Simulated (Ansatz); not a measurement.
SrCl2:

```xyz
3
Lattice="0.0000 3.4884 3.4884 3.4884 0.0000 3.4884 3.4884 3.4884 0.0000" Properties=species:S:1:pos:R:3 pbc="T T T"
Sr    0.0000    0.0000    0.0000
Cl    5.2325    5.2325    5.2325
Cl    1.7442    1.7442    1.7442
```

Base run:

| Property | Result |
| --- | --- |
| Program | Ansatz 0.2.0 |
| Functional | PBEsol |
| Potentials or basis | Ansatz PAW |
| Cutoff | 420 eV (not typed: the program's choice for these potentials) |
| k mesh | 4 × 4 × 4 |
| Occupations | fermi-dirac, width 0.05 eV |
| Spin | no spin polarisation |

Its results: band gap on the k mesh 5.14 eV, indirect (least direct gap 5.36 eV); pressure -1.1 GPa.

Task: After a change of settings the same cell gave: band gap on the k mesh 5.34 eV, indirect (least direct gap 5.51 eV); pressure 1.0 GPa. Which change was it?
A. functional from PBEsol to r2SCAN; cutoff from 420 eV (not typed: the program's choice for these potentials) to 500 eV (not typed: the program's choice for these potentials)
B. functional from PBEsol to revPBE
C. functional from PBEsol to HSE06
D. functional from PBEsol to PBE

Result: D.

PBE binds less tightly than PBEsol, so the same cell stands under more pressure.

Caveats: the density of states is complete only up to the lowest level of the last band computed; the PAW data sets come from PBE, with cores solved anew for the run's functional, which leaves a small shift of forces and pressure (some runs).
